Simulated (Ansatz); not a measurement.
Runs of Ansatz 0.2.0 on MgS. Symmetry: F-43m, No. 216, cubic system. Conventional cell: a = 5.666 Å, b = 5.666 Å, c = 5.666 Å, α = 90.00°, β = 90.00°, γ = 90.00°. S (site symmetry -43m) is surrounded by 4 Mg at 2.45 Å. Mg (site symmetry -43m) has 4 S at 2.45 Å as nearest neighbours. The cell comes from a database or a generator and needn't be the stable form of this composition.

```tsv
task	level	cutoff (eV)	smearing	points for each segment of the path	q mesh	gap on the mesh (eV)	pressure (GPa)	V0 of scaled cells (Å³/atom)	B0 (GPa)
band structure	LDA	420	fermi-dirac 0.05 eV	14	-	3.17	(a)	-	-
equation of state	r2SCAN	500	fermi-dirac 0.05 eV	-	-	-	-	22.69	60
band structure	r2SCAN	500	fermi-dirac 0.05 eV	14	-	(c)	-0.1	-	-
phonons	PBEsol	420	fixed	8	2 × 2 × 2	3.28	-	-	-
equation of state	LDA	420	fermi-dirac 0.05 eV	-	-	-	-	21.88	(b)
```

Alike in all rows: potentials or basis Ansatz PAW; no spin polarisation; cell as given; k mesh 8 × 8 × 8.

**Question.** Estimate the missing entries.

**Answer.** (a) -2.2; (b) 62; (c) 4.13.

Caveats: the PAW data sets come from PBE, with cores solved anew for the run's functional, which leaves a small shift of forces and pressure (some runs); the PAW data sets were made with another functional, which shifts forces and pressure a little (some runs).

A k mesh can miss the band edges.
